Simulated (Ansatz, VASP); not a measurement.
**Two plane-wave programs on TiC**

```
Ti C
1.0
     3.01286    0.00000    0.00000
     0.00000    3.01286    0.00000
     0.00000    0.00000   18.26082
Ti C
3 3
Cartesian
  1.5064 1.5064 7.0000
  0.0000 0.0000 9.0885
  1.5064 1.5064 11.1387
  0.0000 0.0000 7.0000
  1.5064 1.5064 9.0766
  0.0000 0.0000 11.2335
```

Alike in both runs: functional LDA; k mesh 10 × 10 × 1; occupations gaussian, width 0.1 eV; no spin polarisation.

Ansatz relaxed the structure, and its values are those at the end. VASP's run is a single point on that final structure, the one shown.

```csv
,VASP,Ansatz
version,VASP 6.6.1,Ansatz 0.2.0
potentials or method,"VASP PAW LDA potentials, release 64 (Ti_sv, C)","scalar-relativistic, plane waves, PAW"
plane-wave cutoff (eV),520,420
valence electrons in the cell,48,48
```

```tsv
	VASP	Ansatz	Ansatz less VASP
gap on the k mesh at the Fermi level (eV)	none	none	-
rms of the force components (eV/Å)	0.297	0.299	+0.0021
work function, face that differs most (eV)	4.42	4.41	-0.012
```

A gap of «none» marks a metal or a gap that the smearing closes.
